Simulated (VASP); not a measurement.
Here is the system:

```
CELL_PARAMETERS angstrom
      0.00000     3.03240     3.03240
      3.03240     0.00000     3.03240
      3.03240     3.03240     0.00000
ATOMIC_POSITIONS crystal
  Zn 0.00000 0.00000 0.00000
  Te 0.25000 0.25000 0.25000
```

The numbers are results of PBEsol GGA with spin-orbit coupling, VASP's PBE PAW potentials (set 64) (plane waves; VASP), not measurements. Settings: 400 eV cut-off, 7×7×7 Γ-centred mesh, Gaussian smearing of 0.050 eV, potentials Zn Te.

**Question.** Give the energies of bands 12 to 25 at the high-symmetry points, in eV from the valence-band maximum.

**Answer.** 
```csv
band,Γ,X,U,L,W
12,-6.94,-6.72,-6.65,-6.77,-6.62
13,-0.87,-5.42,-5.41,-5.62,-5.39
14,-0.87,-5.42,-5.20,-5.62,-5.16
15,0.00,-2.73,-3.66,-1.47,-3.50
16,0.00,-2.73,-3.36,-1.47,-3.07
17,0.00,-2.36,-2.16,-0.97,-2.99
18,0.00,-2.36,-2.13,-0.97,-2.92
19,0.96,1.89,2.26,1.45,4.02
20,0.96,1.89,2.27,1.45,4.44
21,3.97,1.95,4.31,4.67,4.47
22,3.97,1.95,4.49,4.67,4.55
23,4.08,9.27,7.28,4.72,5.42
24,4.08,9.27,7.45,4.72,5.49
25,4.08,9.65,7.62,7.07,5.77
```

The gap is direct, 0.96 eV, from the valence maximum at Γ to the conduction minimum at Γ.

Measured: gap 2.43 eV (computed value off by -1.47 eV), as given by Anna Miglio et al., npj Computational Materials (2020), arXiv:2011.12765 [zero-point renormalisation of 40 meV (experimental, the table's column) added back].

The compound is ZnTe in the zinc blende structure. It was relaxed first.
